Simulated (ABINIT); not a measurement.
Runs of ABINIT 10.8.3 (patched build) on SrO. It takes space group Fm-3m (No. 225, cubic). Conventional cell: a = 5.133 Å, b = 5.133 Å, c = 5.133 Å, α = 90.00°, β = 90.00°, γ = 90.00°. Sr (site symmetry m-3m) is surrounded by 6 O at 2.57 Å. O (site symmetry m-3m) has 6 Sr at 2.57 Å as nearest neighbours. 

```tsv
task	level	potentials or basis	spin	cell	cutoff (eV)	fine-grid cutoff	cell freedom (optcell)	cutoff smearing ecutsm (Ha)	optimiser (ionmov)	force stop (Ha/bohr)	gap on the mesh (eV)	pressure (GPa)	V0 of scaled cells (Å³/atom)	B0 (GPa)
band structure	PBE	JTH PAW PBE v2.0	SOC, no magnetisation	as given	626	1224.51 eV	-	-	-	-	3.35	3.0	-	-
band structure	r2SCAN	JTH PAW PBE v2.0	off	as given	762	1360.57 eV	-	-	-	-	3.85	1.1	-	-
band structure	TB-mBJ	JTH PAW PBE v2.0	off	as given	762	1360.57 eV	-	-	-	-	5.12	-	-	-
band structure	SCAN	JTH PAW PBE v2.0	off	as given	762	1360.57 eV	-	-	-	-	3.84	(b)	-	-
relaxation of cell and atoms	PBE	JTH PAW PBE v2.0	off	relaxed to 30 GPa	626	1224.51 eV	2	0.5	2	0.0002	3.10	30.0	-	-
relaxation of cell and atoms	PBE	JTH PAW PBE v2.0	off	relaxed to 10 GPa	626	1224.51 eV	2	0.5	2	0.0002	3.33	10.0	-	-
band structure	PBE	JTH PAW PBE v2.0	off	as given	762	1360.57 eV	-	-	-	-	3.37	2.9	-	-
equation of state	PBE	SG15 NC PBE v1.2	off	as given	1143	-	-	-	-	-	-	-	17.51	86
band structure	revPBE	JTH PAW PBE v2.0	off	as given	762	1360.57 eV	-	-	-	-	3.46	5.2	-	-
band structure	PBE	JTH PAW PBE v2.0	off	as given	626	1224.51 eV	-	-	-	-	3.37	3.0	-	-
band structure	LDA	JTH PAW PBE v2.0	off	as given	762	1360.57 eV	-	-	-	-	3.21	-4.2	-	-
equation of state	PBE	PseudoDojo NC SR PBE v0.4.1 standard	off	as given	1143	-	-	-	-	-	-	-	17.49	(a)
```

Alike in all rows: k mesh 9 × 9 × 9; smearing fermi-dirac 0.05 eV.

**Question.** Fill in the values left out.

**Answer.** (a) 85; (b) 1.0.

Caveats: the PAW data sets were made with another functional, which shifts forces and pressure a little (some runs); an odd mesh through Γ misses points on the zone boundary, where band edges often lie (some runs); pressures at fixed basis lie under the slope of the energies (some runs); the constant c of TB-mBJ comes from the pseudo density here, which moves gaps by up to 0.3 eV between sets of potentials (some runs); the volume moved by over 15 % at a fixed basis, so the end points are rough (some runs).

A k mesh can miss the band edges, and rows without SOC leave out spin-orbit coupling on Sr.
